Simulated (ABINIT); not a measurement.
C:

```
C
1.0
     2.52210    0.00000    0.00000
    -1.26105    2.18420    0.00000
     0.00000    0.00000    8.23710
C
8
Direct
  0.66667 0.33333 0.84375
  0.33333 0.66667 0.34375
  0.66667 0.33333 0.65625
  0.33333 0.66667 0.15625
  0.00000 0.00000 0.90625
  0.00000 0.00000 0.40625
  0.00000 0.00000 0.59375
  0.00000 0.00000 0.09375
```

This is a hexagonal form of diamond, not graphite.

Base run:

* Program: ABINIT 10.8.3 (patched build)
* Functional: PBE
* Potentials or basis: JTH PAW PBE v2.0
* Cutoff: 544 eV
* k mesh: 7 × 7 × 2
* Occupations: fermi-dirac, width 0.05 eV
* Spin: no spin polarisation

Its results: band gap on the k mesh 4.41 eV, indirect (least direct gap 5.18 eV); pressure 1.7 GPa; largest force 0.326 eV/Å.

Question: After a change of settings the same cell gave: band gap on the k mesh 4.27 eV, indirect (least direct gap 5.13 eV); pressure -4.8 GPa; largest force 0.327 eV/Å. Which change was it?
A. k mesh from 7 × 7 × 2 to 10 × 10 × 3
B. k mesh from 7 × 7 × 2 to 5 × 5 × 2
C. functional from PBE to PBEsol
D. functional from PBE to LDA; potentials or basis from JTH PAW PBE v2.0 to JTH PAW LDA v2.0

Answer: C.

PBEsol binds more tightly than PBE, so the same cell stands under less pressure.

Caveats: an odd mesh through Γ misses points on the zone boundary, where band edges often lie; the PAW data sets were made with another functional, which shifts forces and pressure a little (some runs).

Not every run made on this cell is shown here.
